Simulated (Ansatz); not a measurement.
# LiBr (Fm-3m): G0W0 against its settings

LiBr (started from an entry of an open crystallographic database), relaxed with r2SCAN; one-shot G0W0 in Ansatz without spin-orbit coupling. The values are computed, spin-unpolarised, and not measurements.

```
Li Br
1.0
     0.00000    2.73955    2.73955
     2.73955    0.00000    2.73955
     2.73955    2.73955    0.00000
Li Br
1 1
Cartesian
  0.0000 0.0000 0.0000
  2.7395 2.7395 2.7395
```

Gaps are read over the mesh points alone. G0W0 values are finite-basis, finite-mesh values.
```
 start       potentials      frequency model   mesh  empty bands  screening cutoff (eV)  Kohn-Sham gap (eV)  G0W0 gap (eV)        rough cost
   PBE              PAW  contour deformation  4×4×4           66                     80                4.99           6.99    8 core-seconds
   PBE              PAW  contour deformation  4×4×4          154                    140                4.99           7.19   29 core-seconds
   PBE              PAW  contour deformation  4×4×4          284                    210                4.99           7.28  110 core-seconds
 HSE06              PAW  contour deformation  4×4×4          154                    140                6.22           7.77   90 core-seconds
   LDA              PAW  contour deformation  4×4×4          154                    140                4.69           7.03   29 core-seconds
r2SCAN              PAW  contour deformation  4×4×4          154                    140                5.88           7.63   40 core-seconds
   PBE              PAW     Godby-Needs pole  4×4×4          154                    140                4.99           7.16   40 core-seconds
   PBE              PAW  contour deformation  6×6×6           66                     80                4.99           7.00   40 core-seconds
   PBE  norm-conserving  contour deformation  4×4×4          154                    140                4.99           7.13   60 core-seconds
```

Over the mesh points the PBE gap of 4.99 eV becomes a quasiparticle gap of 7.28 eV (direct at Γ), a change of +2.29 eV. Renormalisation factors Z lie between 0.79 and 0.84.

Raising bands and cutoff together moves the gap by +0.20 eV (80 to 140 eV), then +0.09 eV (140 to 210 eV); the last step is still large, so the basis limit isn't reached. Starting from HSE06 (6.22 eV against PBE's 4.99 eV) gives 7.77 eV, +0.58 eV from G0W0@PBE at the same screening cutoff. Starting from LDA (4.69 eV against PBE's 4.99 eV) gives 7.03 eV, -0.16 eV from G0W0@PBE at the same screening cutoff. Starting from r2SCAN (5.88 eV against PBE's 4.99 eV) gives 7.63 eV, +0.44 eV from G0W0@PBE at the same screening cutoff. The Godby-Needs plasmon pole differs from contour deformation by -0.03 eV. A 6×6×6 mesh in place of 4×4×4 changes the opening over PBE by 0.00 eV (the gap on the mesh by +0.01 eV). Norm-conserving potentials (wave cutoff 1034 eV against 420 eV) shift the quasiparticle gap by -0.06 eV and the PBE gap by 0.00 eV. r2SCAN runs take a wave cutoff of 500 eV.
